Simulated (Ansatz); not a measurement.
# Se: response to strain

Aim: deform Se (zz strain of -1 %) and compute stress, forces and field gradients with LAPW, PAW and all-electron datasets made for the crystal.

Method: DFT LDA, scalar-relativistic, in Ansatz 0.2.0.

## Step 1: The system as given

Symmetry: P3_121, No. 152, trigonal system. The conventional cell has a = 4.366 Å, b = 4.366 Å, c = 4.954 Å, α = 90.00°, β = 90.00°, γ = 120.00°. Se (site symmetry 2) is surrounded by 2 Se at 2.37 Å.

Coordinates:

```cif
data_structure
_symmetry_space_group_name_H-M 'P3_121'
_symmetry_Int_Tables_number 152
_cell_length_a 4.3662
_cell_length_b 4.3662
_cell_length_c 4.9536
_cell_angle_alpha 90.000
_cell_angle_beta 90.000
_cell_angle_gamma 120.000
_cell_volume 81.78
loop_
_atom_site_label
_atom_site_type_symbol
_atom_site_symmetry_multiplicity
_atom_site_Wyckoff_symbol
_atom_site_fract_x
_atom_site_fract_y
_atom_site_fract_z
_atom_site_occupancy
Se1 Se 3 a 0.22540 0.00000 0.33333 1
```

The file gives the conventional cell by its symmetry; the runs use the cell typed in the input.

Atoms are numbered in the order of the input: Se1, Se2, Se3.

## Step 2: The deformed structure

Space group P3_121 before, P3_121 after.

## Step 3: Full-potential LAPW

File input.yaml:

```yaml
crystal:
  lattice:
    - [4.3661999489, 0.0, 0.0]
    - [-2.1830999745, 3.7812400738, 0.0]
    - [0.0, 0.0, 4.904064]
  atoms:
    - { symbol: Se, position: [0.2254, 0.0, 0.3333333333] }
    - { symbol: Se, position: [0.0, 0.2254, 0.6666666667] }
    - { symbol: Se, position: [0.7746, 0.7746, 0.0] }
kpoints:
  mp_grid: { grid: [6, 6, 5] }
  band_path:
    path:
      - [0.0, 0.0, 0.0]
      - [0.5, 0.0, 0.0]
      - [0.3333333333, 0.3333333333, 0.0]
      - [0.0, 0.0, 0.0]
      - [0.0, 0.0, 0.5]
      - [0.5, 0.0, 0.5]
      - [0.3333333333, 0.3333333333, 0.5]
      - [0.0, 0.0, 0.5]
      - [0.5, 0.0, 0.5]
    npoints: 5
scf:
  occupations: { method: fermi_dirac, width: 0.03 }
hamiltonian:
  xc: lda
  pseudopotentials: { kind: all_electron, lapw: { basis_error: 0.0005 } }
output:
  forces: true
  stress: true
  eigenvalues: true
```

Launch:

```console
ansatz run input.yaml --threads 1 --pin off --max-ram 4096MiB --backend cpu --events-out ev --progress --plain --runs-dir out
```

## Step 4: PAW on the default files

File input.yaml:

```yaml
crystal:
  lattice:
    - [4.3661999489, 0.0, 0.0]
    - [-2.1830999745, 3.7812400738, 0.0]
    - [0.0, 0.0, 4.904064]
  atoms:
    - { symbol: Se, position: [0.2254, 0.0, 0.3333333333] }
    - { symbol: Se, position: [0.0, 0.2254, 0.6666666667] }
    - { symbol: Se, position: [0.7746, 0.7746, 0.0] }
kpoints:
  mp_grid: { grid: [6, 6, 5] }
scf:
  occupations: { method: fermi_dirac, width: 0.03 }
hamiltonian:
  xc: lda
  pseudopotentials: { kind: paw }
output:
  forces: true
  stress: true
  eigenvalues: true
  efg: { contact_densities: true }
  write_density: true
  write_potential: true
  elf: true
  volumetric_format: npy
```

## Step 5: Datasets made for this crystal

input.yaml: that of step 4 with these lines changed.

```diff
@@ -15,3 +15,3 @@
   xc: lda
-  pseudopotentials: { kind: paw }
+  pseudopotentials: { kind: all_electron, datasets: crystal }
 output:
@@ -21,5 +21 @@
   efg: { contact_densities: true }
-  write_density: true
-  write_potential: true
-  elf: true
-  volumetric_format: npy
```

(Steps that only read results are left out.)

What does the calculation give? Wanted: pressure; largest shear or deviatoric stress.

**Answer**, as computed:

| quantity | value |
| --- | --- |
| pressure | LAPW -0.49, PAW -0.50, crystal datasets -0.49 GPa |
| largest shear or deviatoric stress (LAPW) | 1.36 GPa |

What this shows: The largest part of the stress beyond the pressure is 1.36 GPa in size, in the zz component; the atoms are carried along and not relaxed. No run of the undeformed cell stands beside it, so pressure and stress hold what the given cell had before the change, as far as its symmetry allows. PAW: stress within 0.01 GPa of LAPW, forces within 2 meV/Å. Crystal datasets: stress within 0.01 GPa of LAPW, forces within 1 meV/Å.
